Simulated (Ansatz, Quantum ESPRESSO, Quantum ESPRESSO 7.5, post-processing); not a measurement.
**BaS(001): dielectric constant from slabs in a field**

Aim: the dielectric constant along the normal from slabs of two thicknesses in a field, starting with BaS(001), 5 layers.

Calculated with Quantum ESPRESSO 7.5; plane-wave DFT, LDA, GBRV ultrasoft pseudopotentials (geometry by Ansatz 0.2.0 with PAW datasets; geometry under PBE).

## (1) Starting point

The cell holds 10 atoms: 5 Ba and 5 S. Its edges and angles: a = 4.561 Å, b = 4.561 Å, c = 28.900 Å, α = 90.0°, β = 90.0°, γ = 90.0°. It derives from BaS. Vacuum lies along c.

## (2) Geometry from Ansatz, 5 layers

The geometry comes first, from a plane-wave PAW code, so that the later runs on this slab share one structure.

Contents of input.yaml:

```yaml
crystal:
  lattice:
    - [4.5608387387, 0.0, 0.0]
    - [0.0, 4.5608387387, 0.0]
    - [0.0, 0.0, 28.9]
  atoms:
    - { symbol: Ba, position: [0.0, 0.0, 0.276816609] }
    - { symbol: S, position: [0.5, 0.5, 0.276816609] }
    - { symbol: Ba, position: [0.5, 0.5, 0.3884083045] }
    - { symbol: S, position: [0.0, 0.0, 0.3884083045] }
    - { symbol: Ba, position: [0.0, 0.0, 0.5] }
    - { symbol: S, position: [0.5, 0.5, 0.5] }
    - { symbol: Ba, position: [0.5, 0.5, 0.6115916955] }
    - { symbol: S, position: [0.0, 0.0, 0.6115916955] }
    - { symbol: Ba, position: [0.0, 0.0, 0.723183391] }
    - { symbol: S, position: [0.5, 0.5, 0.723183391] }
kpoints:
  mp_grid: { grid: [4, 4, 1] }
hamiltonian:
  xc: pbe
scf:
  occupations: { method: fixed }
  convergence: { dr2_threshold: 1.0e-09 }
efield:
  axis: 3
  dipole_correction: true
  ramp_position: 0.97
  ramp_width: 0.04
relax:
  f_tol: 0.003
output:
  write_potential: true
  write_density: true
  volumetric_format: npy
```

Launch:

```bash
ansatz run input.yaml --threads 8 --pin off --max-ram 16384MiB --backend cpu --events-out ev --progress --plain --runs-dir out
```

Then come: self-consistent run, 5 layers: no field; potential by pp.x, 5 layers; ground state, 5 layers: field 0.1 V/Å; clamped-ion dielectric constant from the field inside the slab, 5 layers; relaxing the ions, 5 layers: ions relaxed in a field of 0.0 V/Å; relaxation with pw.x, 5 layers: ions relaxed in a field of 0.1 V/Å; relaxation with Ansatz, 9 layers; ground state, 9 layers: no field; potential by pp.x, 9 layers; ground state, 9 layers: field 0.1 V/Å; electrostatic potential, 9 layers; clamped-ion dielectric constant from the field inside the slab, 9 layers; by thickness; SCF with pw.x, 5 layers, with mixing_mode = plain, mixing_beta = 0.2, electron_maxstep = 60 and conv_thr = 0.0001; by hand. Settings of the main run: tefield on, dipfield on, cutoff 40 Ry, fixed occupations, edir 3, emaxpos 0.97, eopreg 0.04, eamp 0 Hartree a.u., SCF threshold 1.00e-10 Ry, gbrv-lda-1.5 potentials, 4×4×1 k-mesh, mpi ranks 8, pools 1, omp threads 1, 5 layers.

**Question.** What will these runs give for the clamped-ion dielectric constant, 9 layers?

The electronic dielectric constant inside comes to 4.97; the relaxed-ion value was not obtained, because the relaxations did not both finish (LDA, GBRV ultrasoft). Four more layers add 12.84 Å and 10.26 Å of sheet polarisability; 1 − 1/ε = 0.799 then gives ε = 4.99 for the interior, free of the surfaces. The cubic lattice constant was set to 6.45 Å, near the PBE value. These functionals tend to put the electronic constant too high, and five layers have little bulk-like interior.

| Item | Value |
| --- | --- |
| clamped-ion dielectric constant, 5 layers | 4.93 |
| clamped-ion dielectric constant, 9 layers | 4.97 |
| sheet polarisability, 5 layers | 13.3 Å |
| sheet polarisability, 9 layers | 23.6 Å |

[Logs are printed without paths, hosts, clocks, repeated set-up lines and the standing remarks that a program may print on its own settings, such as how far it seeks lower states.]

[Hosts, paths, dates, database ids (printed as entryN), source tags and the programs' standing remarks are cut or masked in the printed files.]

[Maps of the electrostatic potential energy from Ansatz leave out the sawtooth potential of an applied field or a dipole correction, so their vacuum need not be flat; planar profiles and work functions include it.]
